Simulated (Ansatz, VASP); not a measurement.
## Two plane-wave programs on HfC

INCAR

```
SYSTEM = HfC
PREC = Accurate ; ENCUT = 520
EDIFF = 1E-6 ; ISMEAR = -1
SIGMA = 0.1 ; LREAL = .FALSE.
LASPH = .TRUE. ; NELM = 100
ALGO = Normal ; ISIF = 2
LWAVE = .FALSE. ; LCHARG = .TRUE.
GGA = PE ; LELF = .TRUE.
LVHAR = .TRUE. ; NBANDS = 14
```

KPOINTS

```
regular mesh
0
G
  6 6 6
  0 0 0
```

Contents of POSCAR:

```
HfC
1.0
   -0.0460200000      2.3412800000      2.3591800000
    2.2447700000      0.0541400000      2.2590100000
    2.2973600000      2.2937000000      0.0015500000
Hf C
1 1
Direct
    0.5451300000      0.4898700000      0.4574200000
    0.9774666289      0.9969715077      0.9850351596
```

Input for Ansatz:

```yaml
crystal:
  lattice:
    - [-0.04602, 2.34128, 2.35918]
    - [2.24477, 0.05414, 2.25901]
    - [2.29736, 2.2937, 0.00155]
  atoms:
    - { symbol: Hf, position: [0.54513, 0.48987, 0.45742] }
    - { symbol: C, position: [0.9774666289310561, 0.9969715077228706, 0.9850351596059559] }
basis:
  ecutwfc: 540.0
  xc_grid: 2
kpoints:
  mp_grid:
    grid: [6, 6, 6]
hamiltonian:
  xc: pbe
scf:
  convergence:
    dr2_threshold: 1.0e-09
  occupations:
    method: fermi_dirac
output:
  forces: true
  stress: true
```

Alike in both runs: task single point; functional PBE; k mesh 6 × 6 × 6; no spin polarisation.

```csv
,VASP,Ansatz
version,VASP 6.6.1,Ansatz 0.2.0
potentials or method,"VASP PAW PBE potentials, release 64 (Hf_pv, C)","plane waves, PAW"
plane-wave cutoff (eV),520,540
occupations,"fermi-dirac, width 0.1 eV",fermi-dirac
valence electrons in the cell,14,30
```

VASP gave:

| Quantity | Value |
| --- | --- |
| pressure (GPa) | 12.7 |
| largest component of the traceless stress (GPa) | 9.15 |
| rms of the force components (eV/Å) | 0.898 |

Task: Which values does Ansatz return?

Result: Pressure (GPa): 13.1; largest component of the traceless stress (GPa): 9.13; rms of the force components (eV/Å): 0.902.

Atom by atom the forces differ by 0.004 eV/Å (rms over components). The two sets of potentials don't hold the same shells in valence. Ansatz warned: «stress_scf_threshold_loose».

Caveats: the k mesh is coarse (spacing up to 0.41 Å⁻¹), so the values aren't converged; forces of over 1 eV/Å show positions far from the minimum, so gaps and moduli don't describe the material at rest. The runs have no spin-orbit coupling, so splittings on Hf are missing.
